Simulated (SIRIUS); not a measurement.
BN under changes of volume

One of the cells (9.146 Å³/atom); the others are scaled copies at fixed shape and fractional positions:

```
N B
1.0
     2.51479    0.00000    0.00000
    -1.25739    2.17787    0.00000
     0.00000    0.00000    6.67965
N B
2 2
Direct
  0.66667 0.33333 0.25000
  0.33333 0.66667 0.75000
  0.66667 0.33333 0.75000
  0.33333 0.66667 0.25000
```

* Program: SIRIUS 7.12.0
* Functional: PBEsol
* Potentials or basis: PseudoDojo 0.4.1 PBEsol standard (scalar relativistic)
* Cutoff: 1152 eV
* Density cutoff: 4606 eV
* k mesh: 12 × 12 × 4
* Occupations: fermi-dirac, width 0.05 eV
* Spin: no spin polarisation

```tsv
volume (Å³/atom)	energy over the lowest point (meV/atom)	pressure (GPa)	gap on the mesh (eV)
8.429	36.51	19.9	4.27
8.608	17.84	13.6	4.25
8.787	?	?	?
9.146	0.00	-2.2	4.19
9.325	4.98	-6.6	4.16
9.505	14.65	-10.6	4.14
```

Problem. What does the run at 8.787 Å³/atom give?

Solution. Energy over the lowest point 5.92 meV/atom; pressure 7.8 GPa; gap on the mesh 4.23 eV.

Worked out: A Birch-Murnaghan fit of order 3 (a polynomial in V^(-2/3)) to the other rows has its minimum at 9.06 Å³/atom with B0 = V·E''(V) = 241 GPa and B' = 3.7 at fixed shape and positions, which overstates the stiffness. It gives 5.92 meV/atom at 8.787 Å³/atom, against the run's 5.92, and -dE/dV = 7.8 GPa, against 7.8. A straight line through the other rows of the gap, of slope -1.08 eV per unit of ln V, gives 4.23 eV, against the run's 4.23.

Energies are extrapolated to zero smearing.

Caveats: this functional lacks dispersion, which binds the layers, so the pressure and a relaxed spacing across them are unreliable.

A mesh can miss the band edges.
